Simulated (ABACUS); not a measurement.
## NaCl under changes of volume

One of the cells (21.813 Å³/atom); the others are scaled copies at fixed shape and fractional positions:

```xyz
2
Lattice="0.0000 2.7941 2.7941 2.7941 0.0000 2.7941 2.7941 2.7941 0.0000" Properties=species:S:1:pos:R:3 pbc="T T T"
Cl    2.7941    2.7941    2.7941
Na    0.0000    0.0000    0.0000
```

The cell is a database's computed one.

| Item | Value |
| --- | --- |
| Program | ABACUS 3.10.1 |
| Functional | LDA-PW92 |
| Potentials or basis | GBRV ultrasoft 1.5 LDA |
| Cutoff | 544 eV |
| Density cutoff | 4354 eV |
| Basis | plane waves |
| k mesh | 6 × 6 × 6 |
| Occupations | fermi-dirac, width 0.05 eV |
| Spin | no spin polarisation |

```csv
volume (Å³/atom),energy over the lowest point (meV/atom),pressure (GPa),gap on the mesh (eV)
20.504,0.00,0.0,5.05
20.940,0.87,-0.6,4.96
21.376,3.39,-1.2,4.87
21.813,7.36,-1.7,4.79
22.249,?,?,?
22.685,19.02,-2.5,4.65
23.121,26.41,-2.9,4.58
```

**Question.** What does the run at 22.249 Å³/atom give?

**Answer.** Energy over the lowest point 12.62 meV/atom; pressure -2.2 GPa; gap on the mesh 4.72 eV.

Worked out: A Birch-Murnaghan fit of order 3 (a polynomial in V^(-2/3)) to the other rows has its minimum at 20.51 Å³/atom with B0 = V·E''(V) = 32 GPa and B' = 4.8. It gives 12.62 meV/atom at 22.249 Å³/atom, against the run's 12.62, and -dE/dV = -2.1 GPa, against -2.2. A straight line through the other rows of the gap, of slope -3.89 eV per unit of ln V (its deformation potential), gives 4.72 eV, against the run's 4.72.

Energies are extrapolated to zero smearing.
